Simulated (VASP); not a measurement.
Write the native input for VASP 6.6.1 that does the following.

```yaml
Task: relaxation of cell and atoms
Functional: LDA
Potentials_or_basis: VASP PAW LDA potentials, release 64 (In_d, Ag, Se)
Cutoff: 600 eV
k_mesh: 6 × 6 × 4
Occupations: gaussian, width 0.03 eV
Spin: no spin polarisation
Further_INCAR_settings: ALGO = Normal; EDIFF = 1e-07; IBRION = 2; EDIFFG = -0.005; NSW = 90; ISIF = 3
```

The structure of In5AgSe8 lies in POSCAR:

```
In5AgSe8                                
1.0
    5.7152249684     -0.0000000000      0.0000000000
    0.0000000000      5.7152249684     -0.0000000000
   -0.0000000000      0.0000000000     11.4595173508
  In              Ag              Se            
     5     1     8
Direct
     0.0000000000000000    0.5000000000000000    0.2567026192286249
     0.5000000000000000    0.0000000000000000    0.7432973807713754
     0.0000000000000000    0.5000000000000000    0.7432973807713754
     0.5000000000000000    0.0000000000000000    0.2567026192286249
     0.5000000000000000    0.5000000000000000    1.0000000000000000
     0.0000000000000000    0.0000000000000000    0.5000000000000000
     0.2194737779126454    0.2194737779126454    0.1102084633586908
     0.2194737779126454    0.7805262220873547    0.8897915366413092
     0.7805262220873547    0.7805262220873547    0.1102084633586908
     0.7805262220873547    0.2194737779126454    0.8897915366413092
     0.7209218422552831    0.7209218422552831    0.6098178275451721
     0.7209218422552831    0.2790781577447169    0.3901821724548278
     0.2790781577447169    0.2790781577447169    0.6098178275451721
     0.2790781577447169    0.7209218422552831    0.3901821724548278
```

These files were run (other wordings do the same):

INCAR

```
PREC     = Accurate       # precision mode
ENCUT    = 600            # plane-wave cutoff, eV
EDIFF    = 1E-7           # SCF threshold, eV
ISMEAR   = 0              # smearing method
SIGMA    = 0.03           # smearing width, eV
LREAL    = False          # projectors in reciprocal space
LASPH    = True           # aspherical terms in the spheres
NELM     = 80             # most SCF steps
ALGO     = Normal         # electronic algorithm
ISIF     = 3              # what is computed and relaxed
LWAVE    = False          # write WAVECAR
LCHARG   = False          # write CHGCAR
IBRION   = 2              # ionic algorithm
NSW      = 90             # ionic steps
EDIFFG   = -0.005         # ionic threshold
KPAR     = 4
```

KPOINTS

```
regular mesh
0
Gamma
  6 6 4
```

Potentials or basis: VASP PAW LDA potentials, release 64 (In_d, Ag, Se).

Command:

```console
$ cat potpaw_LDA.64/In_d/POTCAR potpaw_LDA.64/Ag/POTCAR potpaw_LDA.64/Se/POTCAR > POTCAR
$ mpirun -np 4 vasp_std > vasp.out
```

Results of the run:

The relaxed volume is 26.75 Å³/atom. The relaxed cell is a = 5.716 Å, b = 5.716 Å, c = 11.463 Å, α = 90.00°, β = 90.00°, γ = 90.00°, the space group after relaxing (to 0.05 Å) is P-42m (No. 111) and the energy gained by relaxing is 0.0 meV/atom. The ionic steps are 2, the pressure after relaxing is 0.0 GPa and the band gap on the k mesh is 0.19 eV, indirect (least direct gap 0.20 eV).

Caveat: spin-orbit coupling is left out, which moves the levels of the heavy elements.

It took 9.2 min on 4 MPI ranks on Intel(R) Xeon(R) Platinum 8488C (Sapphire Rapids), on a shared host, peak memory 0.95 GiB a rank.
